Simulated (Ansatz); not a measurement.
**SnO: single point with PBE**

SnO:

```
CELL_PARAMETERS angstrom
3.81370 0.00000 0.00000
0.00000 3.81370 0.00000
0.00000 0.00000 4.88691
ATOMIC_POSITIONS crystal
Sn 0.50000 0.00000 0.76463
Sn 0.00000 0.50000 0.23537
O 0.00000 0.00000 0.00000
O 0.50000 0.50000 0.00000
```

The cell is a database's computed one.

| Quantity | Value |
| --- | --- |
| Program | Ansatz 0.2.0 |
| Task | single point |
| Functional | PBE |
| Potentials or basis | Ansatz PAW |
| Cutoff | 420 eV (not typed: the program's choice for these potentials) |
| k mesh | 7 × 7 × 6 |
| Occupations | gaussian, width 0.016 eV |
| Spin | no spin polarisation |

```
Pressure               : 3.6 GPa
Largest force          : 0.370 eV/Å
Band gap on the k mesh : 0.37 eV, indirect (least direct gap 2.07 eV)
```

Forces in eV/Å, atoms in the order of the input:
```
Sn   0.000  0.000 -0.370
Sn   0.000  0.000  0.370
O    0.000  0.000  0.000
O    0.000  0.000  0.000
```

Stress tensor (GPa, compression positive):
```
3.92 0.00 0.00
0.00 3.92 0.00
0.00 0.00 2.97
```

Levels at points of the mesh, in eV from the valence-band top:
```tsv
k point	band 18	band 19	band 20	band 21	band 22	band 23
(0.00, 0.00, 0.00)	-3.17	-3.17	0.00	2.07	4.29	4.72
(0.00, 0.00, -0.50)	-3.19	-3.19	-2.22	1.73	3.03	3.03
```

It took 1.8 s on 2 threads of Arm Neoverse V2 (shared host), peak memory 0.35 GiB.

Caveat: odd divisions of the mesh miss points on the zone boundary, where band edges often lie, so the gap on the mesh can be too wide; the pressure holds a Pulay correction of +0.5 GPa for the finite cutoff; spin-orbit coupling is left out, which moves the levels of the heavy elements. A k mesh can miss the band edges.
